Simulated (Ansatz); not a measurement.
Run this with the Python package of Ansatz (0.2.0) and show what comes out.

`run_dfpt.py`
```python
# -*- coding: utf-8 -*-
"""DFPT phonons of AlN."""

from pathlib import Path
import warnings

import ansatz as az
import numpy as np
from pymatgen.core import Lattice, Structure
from pymatgen.io.ase import AseAtomsAdaptor


def main():
    warnings.simplefilter("ignore", az.DeckWarning)

    pmg_structure = Structure(
        Lattice([(0.0, 1.969, 1.969), (1.969, 0.0, 1.969), (1.969, 1.969, 0.0)]),
        ["Al", "N"],
        [
            (0.0, 0.0, 0.0),
            (0.5, 0.5, 0.5),
        ],
    )
    crystal = az.Crystal.from_ase(AseAtomsAdaptor.get_atoms(pmg_structure))

    calculation = crystal.calculation()
    calculation = calculation.functional("pbe")
    calculation = calculation.pseudopotentials("paw")
    calculation = calculation.occupations("fixed")
    calculation = calculation.kpoints(8, 8, 8).phonons("dfpt", dielectric=True, lo_to_directions=[(0, 0, 1)])
    out = calculation.run(threads=1, runs_dir="runs")
    ph = out.phonons

    print("Gamma modes (1/cm):", " ".join(f"{w:.1f}" for w in ph.gamma_omega_inv_cm))
    print("in meV:", " ".join(f"{w * 0.1239842:.2f}" for w in ph.gamma_omega_inv_cm))
    field = out.phonons_dielectric
    print("eps_inf diagonal:", np.round(np.diag(field.eps_inf), 3))
    for site, z in zip(out.lattice.sites, field.zstar_e):
        print(f"Born charge {site.symbol:2s}", np.round(np.diag(z), 3) + 0.0)
    rows = (Path(out.output_folder) / "results" / "optical_modes.tsv").read_text().splitlines()
    for line in rows:
        if not line.startswith("#"):
            print("  ".join(f"{float(v):.3f}" for v in line.split()[:8]))


if __name__ == "__main__":
    main()
```

```console
$ python run_dfpt.py
Gamma modes (1/cm): 0.0 0.0 0.0 561.1 561.1 561.1
in meV: 0.00 0.00 0.00 69.57 69.57 69.57
eps_inf diagonal: [4.897 4.897 4.897]
Born charge Al [2.91 2.91 2.91]
Born charge N  [-2.91 -2.91 -2.91]
0.000  0.000  0.000  561.110  3.000  63.571  0.918  0.000
0.577  0.577  -0.577  561.110  2.000  42.381  0.612  -0.306
0.577  0.577  -0.577  958.810  1.000  21.190  0.306  0.306
```

The cell isn't relaxed first, so the values belong to this volume. A negative frequency stands for an imaginary mode. This is a high-temperature or high-pressure form, not the ambient phase. The structure is a deposited one; some such entries were measured under pressure or heat, so a shift against it needn't be the functional's error alone. The structure is taken as given; imaginary modes can come from an unrelaxed or unstable start. The script silences the warnings on its input, which a real study should read. Run time: 9.4 s on 1 thread of Intel(R) Xeon(R) Processor @ 2.30GHz, with other jobs on the host, peak memory 0.59 GiB.
